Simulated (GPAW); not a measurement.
The system is AlNi.

```
Ni Al
1.0
     1.93869   -1.95319    0.00000
     1.93869    1.95319    0.00000
     0.00000    0.00000    3.09943
Ni Al
1 1
Direct
  0.50000 0.50000 0.50000
  0.00000 0.00000 0.00000
```

The cell comes from a database or a generator and needn't be the stable form of this composition.

Base run:

```yaml
Program: GPAW 26.7.0
Functional: PBEsol
Potentials_or_basis: PAW data sets generated in the run's folder for this functional
Cutoff: 600 eV
Basis: pw
k_mesh: 7 × 7 × 6
Occupations: fermi-dirac, width 0.05 eV
Spin: collinear spin, ferromagnetic start
Starting_moments: "[1.0, 0.0] μB"
Hubbard_terms: Ni d U = 6 eV
```

Its results: pressure -1.5 GPa; net moment 0.27 μB per cell.

**Question.** The run is repeated on the same cell with these changes: hubbard terms from Ni d U = 6 eV to none. What comes out?

**Answer.** Pressure 1.5 GPa; net moment 0.00 μB per cell.

Caveats: the stock nickel data set gives pressures a few GPa off other programs; the U is typed as a test and isn't derived for this compound (some runs).

Not every run made on this cell is shown here.
